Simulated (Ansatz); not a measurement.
**Ti: energy along a strain**

Ti, P6_3/mmc, a = 2.950 Å, c = 4.686 Å (as given, not relaxed at this level: -1.6 GPa). Ansatz: PBE, PAW, 420 eV, Γ-centred 18×18×10 mesh on 2 atoms, Gaussian smearing 0.15 eV; no spin polarisation. Cell vectors (Å): 2.950 0.000 0.000; -1.475 2.555 0.000; 0.000 0.000 4.686. The cell is strained by x per cent times the pattern (0 0 0 0 1 0) in the order xx yy zz yz xz xy (engineering shears), with fractional coordinates held. y is the free energy over the start, V0 = 17.658 Å³/atom. Symmetry makes y even in x.

```
x (%) y (meV/atom)
-2.00             ?
-1.00          0.23
 0.00          0.00
 0.25          0.01
 0.50          0.06
 0.75          0.13
 1.25          0.35
 1.50          0.51
 1.75          0.69
```

Question: Fit y = c2 x² + c4 x⁴ to the other rows, get the stiffness along the pattern, and predict the missing energy.

Answer: Least squares on the rows shown. y = 0.2287 x² − 0.001137 x⁴. The clamped-ion stiffness p·C·p = 2 × 2.287 eV × 160.2 / 17.658 Å³ = 41 GPa, which is C55 in these axes (second derivative at the start, which stands under stress). At x = -2.00 the fit asked for gives 0.90 meV/atom. The run gave 0.90 meV/atom, the same to the digits shown.